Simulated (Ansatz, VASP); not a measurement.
Two plane-wave programs on HfC

Contents of INCAR:

```
PREC     = Accurate       # precision mode
ENCUT    = 600            # plane-wave cutoff, eV
EDIFF    = 1E-6           # SCF threshold, eV
ISMEAR   = -1             # smearing method
SIGMA    = 0.05           # smearing width, eV
LREAL    = False          # projectors in reciprocal space
LASPH    = True           # aspherical terms in the spheres
NELM     = 150            # most SCF steps
ALGO     = Normal         # electronic algorithm
ISIF     = 3              # what is computed and relaxed
LWAVE    = False          # write WAVECAR
LCHARG   = False          # write CHGCAR
LMAXMIX  = 4              # l up to which the mixer works
LDAU     = True           # DFT+U
LDAUTYPE = 2            
LDAUL    = 2 -1           # shell
LDAUU    = 1 0            # U, eV
LDAUJ    = 0 0          
LDAUPRINT= 1            
IBRION   = 2              # ionic algorithm
NSW      = 60             # ionic steps
EDIFFG   = -0.01          # ionic threshold
```

KPOINTS

```
Automatic mesh
0
Gamma
  10 10 10
```

The input POSCAR:

```
HfC
1.0
    0.0000000000      2.3250000000      2.3250000000
    2.3250000000      0.0000000000      2.3250000000
    2.3250000000      2.3250000000      0.0000000000
Hf C
1 1
Direct
    0.5000000000      0.5000000000      0.5000000000
    0.0000000000      0.0000000000      0.0000000000
```

Contents of input.yaml:

```yaml
crystal:
  lattice:
    - [0.0, 2.325, 2.325]
    - [2.325, 0.0, 2.325]
    - [2.325, 2.325, 0.0]
  atoms:
    - { symbol: Hf, position: [0.5, 0.5, 0.5] }
    - { symbol: C, position: [0.0, 0.0, 0.0] }
hamiltonian:
  xc: lda
  pseudopotentials: { kind: paw }
  hubbard: { sites: [{ species: Hf, l: d, u_eff: 1.0 }] }
kpoints:
  mp_grid: { grid: [10, 10, 10] }
scf:
  occupations: { method: fermi_dirac, width: 0.05 }
output:
  forces: true
  stress: true
  eigenvalues: true
relax:
  f_tol: 0.01
  max_steps: 40
  cell: { stress_tol: 0.05 }
```

Alike in both runs: task relaxation of cell and atoms; functional LDA; k mesh 10 × 10 × 10; occupations fermi-dirac, width 0.05 eV; no spin polarisation; Hubbard terms Hf d U = 1.0 eV.

|  | VASP | Ansatz |
| --- | --- | --- |
| version | VASP 6.6.1 | Ansatz 0.2.0 |
| potentials or method | VASP PAW LDA potentials, release 64 (Hf_pv, C) | Ansatz PAW |
| plane-wave cutoff (eV) | 600 | 420 |
| valence electrons in the cell | 14 | 30 |

|  | VASP | Ansatz | Ansatz less VASP |
| --- | --- | --- | --- |
| gap on the k mesh at the Fermi level, each at its own relaxed structure (eV) | none | none | - |
| relaxed volume (Å³/atom) | 12.15 | 12.03 | -0.125 |
| relaxed cell length with the largest relative difference (Å) | 3.251 | 3.240 | -0.0112 |
| energy change over the relaxation (meV/atom) | -11 | -18 | -7.2 |

The programs project onto different local orbitals, so the same U acts differently. A gap of «none» marks a metal or a gap that the smearing closes. The two sets of potentials don't hold the same shells in valence.

Caveats: U without spin polarisation on a metal has little footing; the U is typed as a test and isn't derived for this compound; the plane-wave basis is chosen anew once the cell has moved, so the energies of steps on either side of that aren't comparable (Ansatz); the pressure holds a Pulay correction of +0.3 GPa for the finite cutoff (Ansatz); the PAW data sets come from PBE, with cores solved anew for the run's functional, which leaves a small shift of forces and pressure (Ansatz). Zero-point motion and thermal expansion aren't in these numbers. The runs have no spin-orbit coupling, so splittings on Hf are missing.
